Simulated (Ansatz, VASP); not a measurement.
# CuI (Marshite): VASP beside Ansatz, part 2 of 2

Aim: how closely do two programs agree when they are given the same cell, functional and k mesh? The cell is taken from a series of VASP runs on this material, whose earlier steps may have relaxed, scaled or displaced it; both programs get it as it stands.

VASP 6.6.1 and Ansatz 0.2.0.

So far: Starting point; Ansatz: relaxation of cell and atoms, HSE06.

## 3. VASP: relaxation of cell and atoms, HSE06

Level of this step: HSE06; plane waves and PAW (I, Cu) (VASP).

The same cell, functional, mesh and smearing now go to VASP, with its own data sets and cutoff.

Lines of VASP's logs that name or quote its potential files are left out, and so is its time.

The run reads the wave functions of an earlier VASP run, which isn't shown here.

File INCAR:

```
SYSTEM = CuI
PREC = Accurate
ENCUT = 450
EDIFF = 1E-06
NELM = 100
ISMEAR = 0
SIGMA = 0.03
LREAL = .FALSE.
ALGO = Normal
LHFCALC = .TRUE.
AEXX = 0.25
GGA = PE
HFSCREEN = 0.2
LASPH = .TRUE.
NBANDS = 15
PRECFOCK = Fast
LORBIT = 11
LWAVE = .FALSE.
LCHARG = .FALSE.
KPAR = 2
IBRION = 2
NSW = 50
ISIF = 3
EDIFFG = -0.01
```

File POSCAR:

```
CuI
1.0
    0.0000000000      3.0315000000      3.0315000000
    3.0315000000      0.0000000000      3.0315000000
    3.0315000000      3.0315000000      0.0000000000
I Cu
1 1
Direct
    0.0000000000      0.0000000000      0.0000000000
    0.7500000000      0.7500000000      0.7500000000
```

File KPOINTS:

```
Automatic mesh
0
Gamma
4 4 4
0 0 0
```

Potentials, in the order of the species: I and Cu (PBE family, release 64).

Run with:

```bash
$ mpirun -np 2 vasp_std
```

Numbers of over 12 decimals in the logs are rounded to 6 here.

What it wrote:

```text
[banner, memory and clock lines left out]
running    2 mpi-ranks, on    1 nodes
 distrk:  each k-point on    1 cores,    2 groups
 distr:  one band on    1 cores,    1 groups

 POSCAR found type information on POSCAR I Cu
 POSCAR found :  2 types and       2 ions
 LDA part: xc-table for (Slater+PW92), standard interpolation
 found WAVECAR, reading the header
 POSCAR, INCAR and KPOINTS ok, starting setup
 FFT: planning ... GRIDC
 FFT: planning ... GRID_SOFT
 FFT: planning ... GRID
 reading WAVECAR
 the WAVECAR file was read successfully
 initial charge from wavefunction
 entering main loop
       N       E                     dE             d eps       ncg     rms          rms(c)
DAV:   1    -0.654476494564E+01   -0.65448E+01   -0.98914E-01   321   0.369E+01    0.316E+00
DAV:   2    -0.643766459009E+01    0.10710E+00   -0.79823E-01   296   0.338E+01    0.290E+00
DAV:   3    -0.645227372141E+01   -0.14609E-01   -0.47022E-02   353   0.232E+00    0.196E+00
DAV:   4    -0.645080868668E+01    0.14650E-02   -0.88739E-03   296   0.347E+00    0.119E+00
DAV:   5    -0.645079456258E+01    0.14124E-04   -0.18546E-03   373   0.885E-01    0.830E-01
DAV:   6    -0.645077281679E+01    0.21746E-04   -0.12042E-04   371   0.283E-01    0.497E-01
DAV:   7    -0.645076074624E+01    0.12071E-04   -0.25568E-05   359   0.141E-01    0.282E-01
DAV:   8    -0.645075956854E+01    0.11777E-05   -0.46290E-06   283   0.157E-02    0.163E-01
DAV:   9    -0.645076047949E+01   -0.91095E-06   -0.16413E-06   252   0.203E-02
   1 F= -.64507605E+01 E0= -.64507605E+01  d E =-.645076E+01
 curvature:   0.00 expect dE= 0.000E+00 dE for cont linesearch  0.000E+00
 trial: gam= 0.00000 g(F)=  0.237E-40 g(S)=  0.123E-02 ort = 0.000E+00 (trialstep = 0.100E+01)
 search vector abs. value=  0.123E-02
 bond charge predicted
       N       E                     dE             d eps       ncg     rms          rms(c)
DAV:   1    -0.646797675220E+01   -0.17217E-01   -0.33429E-01   240   0.150E+01    0.961E-01
DAV:   2    -0.645300803528E+01    0.14969E-01   -0.50374E-02   268   0.927E+00    0.221E-01
DAV:   3    -0.645253107900E+01    0.47696E-03   -0.24165E-03   316   0.478E-01    0.127E-01
DAV:   4    -0.645199585851E+01    0.53522E-03   -0.12499E-03   296   0.115E+00    0.907E-02
DAV:   5    -0.645192880864E+01    0.67050E-04   -0.39677E-04   374   0.250E-01    0.845E-02
DAV:   6    -0.645190033668E+01    0.28472E-04   -0.19691E-05   395   0.982E-02    0.605E-02
DAV:   7    -0.645188884200E+01    0.11495E-04   -0.50563E-06   268   0.367E-02    0.367E-02
DAV:   8    -0.645188501507E+01    0.38269E-05   -0.50901E-07   211   0.154E-02    0.224E-02
DAV:   9    -0.645188389661E+01    0.11185E-05   -0.39025E-07   141   0.129E-02    0.134E-02
DAV:  10    -0.645188364282E+01    0.25379E-06   -0.54475E-07   127   0.834E-03
   2 F= -.64518836E+01 E0= -.64518836E+01  d E =-.112316E-02
 trial-energy change:   -0.001123  1 .order   -0.000811   -0.001227   -0.000396
 step:   1.1339(harm=  1.4757)  dis= 0.00000  next Energy=    -6.451911 (dE=-0.115E-02)
 bond charge predicted
       N       E                     dE             d eps       ncg     rms          rms(c)
DAV:   1    -0.645223616593E+01   -0.35227E-03   -0.59501E-03   240   0.198E+00    0.131E-01
DAV:   2    -0.645196218903E+01    0.27398E-03   -0.94878E-04   268   0.124E+00    0.304E-02
DAV:   3    -0.645195245541E+01    0.97336E-05   -0.37626E-05   309   0.742E-02    0.181E-02
DAV:   4    -0.645194300641E+01    0.94490E-05   -0.24048E-05   312   0.151E-01    0.125E-02
DAV:   5    -0.645194150486E+01    0.15015E-05   -0.62357E-06   360   0.360E-02    0.115E-02
DAV:   6    -0.645194088653E+01    0.61833E-06   -0.20567E-07   120   0.120E-02
   3 F= -.64519409E+01 E0= -.64519409E+01  d E =-.118041E-02
 curvature:  -0.36 expect dE=-0.380E-05 dE for cont linesearch -0.380E-05
 trial: gam=-0.08452 g(F)=  0.226E-43 g(S)=  0.107E-04 ort = 0.114E-03 (trialstep = 0.103E+01)
 search vector abs. value=  0.927E-07
 reached required accuracy - stopping structural energy minimisation
```

Parts of OUTCAR (step 3):

```text
ion  position               nearest neighbor table
   1  0.000  0.000  0.000-   2 2.63   2 2.63   2 2.63   2 2.63
   2  0.750  0.750  0.750-   1 2.63   1 2.63   1 2.63   1 2.63

  LATTYP: Found a face centered cubic cell.
 ALAT       =     6.0630000000

 Subroutine GETGRP returns: Found 24 space group operations
 (whereof 24 operations were pure point group operations)

The static configuration has the point symmetry T_d .

 Found      8 irreducible k-points:

   k-points           NKPTS =      8   k-points in BZ     NKDIM =     64   number of bands    NBANDS=     15

   dimension x,y,z NGX =    30 NGY =   30 NGZ =   30
   dimension x,y,z NGXF=    60 NGYF=   60 NGZF=   60

   ENCUT  =  450.0 eV  33.07 Ry    5.75 a.u.   7.42  7.42  7.42*2*pi/ulx,y,z

   NELECT =      18.0000    total number of electrons

 k-points in reciprocal lattice and weights: Automatic mesh
   0.00000000  0.00000000  0.00000000       0.016
   0.25000000  0.00000000  0.00000000       0.125
   0.50000000  0.00000000  0.00000000       0.062
   0.25000000  0.25000000  0.00000000       0.094
   0.50000000  0.25000000  0.00000000       0.375
  -0.25000000  0.25000000  0.00000000       0.188
   0.50000000  0.50000000  0.00000000       0.047
  -0.25000000  0.50000000  0.25000000       0.094

  exchange ACFDT corr.  =         0.00000000  see jH, gK, PRB 81, 115126

 average (electrostatic) potential at core
       1 -88.7301       2 -58.1423

 E-fermi :   3.4859

 k-point     1 :       0.0000    0.0000    0.0000
  band No.  band energies     occupation
    ...
      5       0.9143      2.00000
      6       0.9143      2.00000
      7       3.3467      2.00000
      8       3.3467      2.00000
      9       3.3467      2.00000
     10       5.9379      0.00000
     11       9.6894      0.00000
     12       9.6894      0.00000
     13       9.6894      0.00000
     14      13.2331      0.00000
    ...

 k-point     2 :       0.2500    0.0000    0.0000
  band No.  band energies     occupation
    ...
      5       0.9056      2.00000
      6       0.9056      2.00000
      7       1.7219      2.00000
      8       2.9227      2.00000
      9       2.9227      2.00000
     10       7.0975      0.00000
     11      10.2577      0.00000
     12      10.2577      0.00000
     13      10.2579      0.00000
     14      13.5517      0.00000
    ...

 k-point     3 :       0.5000    0.0000    0.0000
  band No.  band energies     occupation
    ...
      5       0.9375      2.00000
      6       0.9375      2.00000
      7       0.9877      2.00000
      8       2.5309      2.00000
      9       2.5309      2.00000
     10       6.9624      0.00000
     11      10.1905      0.00000
     12      10.1905      0.00000
     13      12.1768      0.00000
     14      14.1085      0.00000
    ...

  Total        0.0121365      0.0121365      0.0121365      0.0000000      0.0000000      0.0000000
  in kB        0.3452776      0.3452776      0.3452776      0.0000000      0.0000000      0.0000000
  external PRESSURE =       0.3452776 kB  Pullay stress =       0.0000000 kB

  energy-cutoff  :      450.00
  volume of cell :       56.32
      direct lattice vectors                 reciprocal lattice vectors
     0.000000000  3.042297130  3.042297130    -0.164349496  0.164349496  0.164349496
     3.042297130  0.000000000  3.042297130     0.164349496 -0.164349496  0.164349496
     3.042297130  3.042297130  0.000000000     0.164349496  0.164349496 -0.164349496

 POSITION                                       TOTAL-FORCE (eV/Angst)
 -----------------------------------------------------------------------------------
      0.00000      0.00000      0.00000         0.000000      0.000000      0.000000
      4.56345      4.56345      4.56345        -0.000000     -0.000000     -0.000000
 -----------------------------------------------------------------------------------
    total drift:                               -0.000015     -0.000016     -0.000011

  FREE ENERGIE OF THE ION-ELECTRON SYSTEM (eV)
  ---------------------------------------------------
  free  energy   TOTEN  =        -6.4519408865 eV

  energy  without entropy=       -6.4519408865  energy(sigma->0) =       -6.45194089

 reached required accuracy - stopping structural energy minimisation

 total charge
# of ion       s       p       d       tot
------------------------------------------
    1        1.487   2.874   0.042   4.403
    2        0.288   0.246   9.425   9.959
--------------------------------------------------
tot          1.776   3.120   9.466  14.362

[... 3 further parts left out ...]
```

## 4. Differences

Known differences besides the potentials themselves: exact exchange at q = 0 is treated differently, which shows on coarse meshes; VASP keeps PBE cores, Ansatz makes them for the functional; both relaxations stop at a tolerance, which leaves soft axes loose, and VASP keeps its plane-wave basis; the data sets hold 36 valence electrons in Ansatz (default PAW (the set named soft_2) files) and 18 in VASP; the cutoff is 420 eV in Ansatz and 450 eV in VASP; Ansatz adds a Pulay correction to the stress that steers its cell, VASP none; VASP takes a coarser grid for exact exchange (PRECFOCK = Fast). Total energies have different zeros and are not compared.

Both answers:

| quantity | Ansatz | VASP | difference |
| --- | --- | --- | --- |
| volume (Å³) | 56.90 | 56.32 | +1.03 % |
| edge a after relaxation, in the typed setting (Å) | 4.317 | 4.303 | +0.34 % |

The walks stopped with 0.00 GPa left in Ansatz and 0.03 GPa in VASP; each walk ends within a tolerance, so the volume difference is uncertain by about these residues over the bulk modulus, most in soft cells.

## 5. Results

```json
{
 "difference in volume (relaxation of cell and atoms, HSE06)": "1.0 %"
}
```

**Reading.** The difference in volume is 1.0 % (relaxation of cell and atoms, HSE06), within the 1.2 % picked in this series as the mark of a large difference, as far as the stopping tolerances let one tell. How closely two codes agree says nothing of how well the functional describes the real material.

[Lines on the potential files, build, host, timing and source positions are cut from VASP's logs without a mark.]

[Logs are printed without paths, hosts, clocks, repeated set-up lines and the standing remarks that a program may print on its own settings, such as how far it seeks lower states.]

[Hosts, paths, dates, database ids (printed as entryN), source tags and the programs' standing remarks are cut or masked in the printed files.]
